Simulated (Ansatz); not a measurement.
# SiO2: further runs on the relaxed cell

One table from this session's results is given with a row withheld; the runs are named, their logs left out.

Computed with Ansatz 0.2.0 (DFT r2SCAN, scalar-relativistic, plane waves, PAW, unless a step's input says otherwise).

1 further run of the same task is left out (set aside as unsound or not needed). Runs told in other sessions of the task aren't counted.

## The system as given

The structure is hexagonal, space group P6_422 (No. 181). The conventional cell has a = 5.060 Å, b = 5.060 Å, c = 5.541 Å, α = 90.00°, β = 90.00°, γ = 120.00°. Si (site symmetry 222) has 4 O at 1.61 Å in its first shell of neighbours. O (site symmetry 2) has 2 Si at 1.61 Å in its first shell of neighbours.

Structure file:

```
CELL_PARAMETERS angstrom
5.05968 0.00000 0.00000
-2.52984 4.38181 0.00000
0.00000 0.00000 5.54109
ATOMIC_POSITIONS crystal
Si 0.00000 0.50000 0.33333
Si 0.50000 0.50000 0.66667
Si 0.50000 0.00000 0.00000
O 0.58350 0.79175 0.83333
O 0.79175 0.58350 0.50000
O 0.79175 0.20825 0.16667
O 0.41650 0.20825 0.83333
O 0.20825 0.41650 0.50000
O 0.20825 0.79175 0.16667
```

It goes back to an entry of the Materials Project, which need not be the stable form.

It is the result of an earlier relaxation at this level (volume 13.65 Å³/atom; gap on the mesh: 6.30 eV).

Set-up of the first run:

Input file input.yaml:

```yaml
crystal:
  lattice:
    - [5.008566512, 0.0, 0.0]
    - [-2.504283256, 4.3375458359, 0.0]
    - [0.0, 0.0, 5.4851112425]
  atoms:
    - { symbol: Si, position: [0.0, 0.5, 0.3333333333] }
    - { symbol: Si, position: [0.5, 0.5, 0.6666666667] }
    - { symbol: Si, position: [0.5, 0.0, 0.0] }
    - { symbol: O, position: [0.5834989518, 0.7917494759, 0.8333333333] }
    - { symbol: O, position: [0.7917494759, 0.5834989518, 0.5] }
    - { symbol: O, position: [0.7917494759, 0.2082505241, 0.1666666667] }
    - { symbol: O, position: [0.4165010482, 0.2082505241, 0.8333333333] }
    - { symbol: O, position: [0.2082505241, 0.4165010482, 0.5] }
    - { symbol: O, position: [0.2082505241, 0.7917494759, 0.1666666667] }
basis:
  ecutwfc: 500
kpoints:
  mp_grid: { grid: [6, 6, 4] }
hamiltonian:
  xc: r2scan
scf:
  occupations: { method: gaussian, width: 0.02 }
output:
  forces: true
  stress: true
  eigenvalues: true
relax:
  adjacent_minimum: "off"
  f_tol: 0.01
  max_steps: 30
  cell: { stress_tol: 0.1, fix: [volume] }
```

The run is started by

```bash
$ ansatz run input.yaml --threads 2 --pin off --max-ram 5120MiB --backend cpu --events-out ev --progress --plain --runs-dir out
```

Among the steps run: The cell scaled to 0.97 of its volume; Point at V/V0 = 1.03; Volume × 0.94; Point at V/V0 = 1.06; Point at V/V0 = 0.91; Volume × 1.10; Point at V/V0 = 0.88.

One of the session's tables, all rows but one given; the rest of the session is left out.

It belongs to the step «Equation of state». 

| volume (Å³/atom) | energy above the lowest point (meV/atom) | pressure (GPa) | gap on the mesh (eV) |
| --- | --- | --- | --- |
| 12.012 | 99.8 | 20.49 | 6.48 |
| 12.421 | 54.7 | 14.92 | 6.50 |
| 12.831 | 23.6 | 9.54 | 6.47 |
| 13.240 | ? | ? | ? |
| 13.650 | 0.0 | -0.03 | 6.30 |
| 14.059 | 5.4 | -4.13 | 6.17 |
| 14.469 | 20.8 | -7.83 | 6.02 |
| 15.015 | 55.2 | -12.18 | 5.78 |

**Question.** Estimate the row for volume (Å³/atom) = 13.240.

Worked estimate for «energy above the lowest point (meV/atom)». A straight line through the neighbours (12.831, 23.6) and (13.650, 0.0) gives 23.6 + (0.0 − 23.6) × (13.240 − 12.831) / (13.650 − 12.831) = 11.8; a parabola fitted to 4 rows on both sides gives 5.7.

**Answer.** energy above the lowest point (meV/atom): 5.7; pressure (GPa): 4.53; gap on the mesh (eV): 6.40. In «energy above the lowest point (meV/atom)» the line misses by +6.1 and the parabola by 0.0.
